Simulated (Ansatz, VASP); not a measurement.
**SiC: VASP beside Ansatz**

INCAR

```
PREC = Accurate
ENCUT = 520
EDIFF = 1E-6
ISMEAR = 0
SIGMA = 0.05
LREAL = False
LASPH = True
NELM = 60
ALGO = Normal
ISIF = 2
LWAVE = False
LCHARG = False
GGA = CA
NBANDS = 16
```

KPOINTS

```
regular mesh
0
Gamma
  12 12 6
```

File POSCAR:

```
SiC
1.0
    3.1125233865      0.0000000000      0.0000000000
   -1.5562616933      2.6955243226      0.0000000000
    0.0000000000      0.0000000000      4.8362388379
Si C
2 2
Direct
    0.3333333333      0.6666666667      0.0046041256
    0.6666666667      0.3333333333      0.5046041256
    0.3333333333      0.6666666667      0.3953475106
    0.6666666667      0.3333333333      0.8953475106
```

Input for Ansatz:

```yaml
crystal:
  lattice:
    - [3.1125233865, 0.0, 0.0]
    - [-1.5562616933, 2.6955243226, 0.0]
    - [0.0, 0.0, 4.8362388379]
  atoms:
    - { symbol: Si, position: [0.3333333333, 0.6666666667, 0.0046041256] }
    - { symbol: Si, position: [0.6666666667, 0.3333333333, 0.5046041256] }
    - { symbol: C, position: [0.3333333333, 0.6666666667, 0.3953475106] }
    - { symbol: C, position: [0.6666666667, 0.3333333333, 0.8953475106] }
basis:
  ecutwfc: 520.0
kpoints:
  mp_grid: { grid: [12, 12, 6] }
hamiltonian:
  xc: lda
  pseudopotentials: { kind: paw, azcp: { folder: soft_1 } }
scf:
  occupations: { method: gaussian, width: 0.05 }
output:
  forces: true
  stress: true
  eigenvalues: true
```

Alike in both runs: task single point; functional LDA; k mesh 12 × 12 × 6; occupations gaussian, width 0.05 eV; no spin polarisation.

|  | VASP | Ansatz |
| --- | --- | --- |
| version | VASP 6.6.1 | Ansatz 0.2.0 |
| potentials or method | VASP PAW LDA potentials, release 64 (Si, C) | scalar-relativistic, plane waves, PAW |
| plane-wave cutoff (eV) | 520 | 520 |
| valence electrons in the cell | 16 | 16 |

|  | VASP | Ansatz | Ansatz less VASP |
| --- | --- | --- | --- |
| gap on the k mesh at the Fermi level (eV) | 1.73 | 1.74 | +0.014 |
| least direct gap on the mesh (eV) | 3.51 | 3.50 | -0.002 |
| pressure (GPa) | -0.1 | -0.5 | -0.40 |
| largest component of the traceless stress (GPa) | 14.02 | 13.94 | -0.085 |
| rms of the force components (eV/Å) | 0.386 | 0.387 | +0.0010 |

Atom by atom the forces differ by 0.001 eV/Å (rms over components). Ansatz warned: «pseudo_functional_mismatch».

A k mesh can miss the band edges.
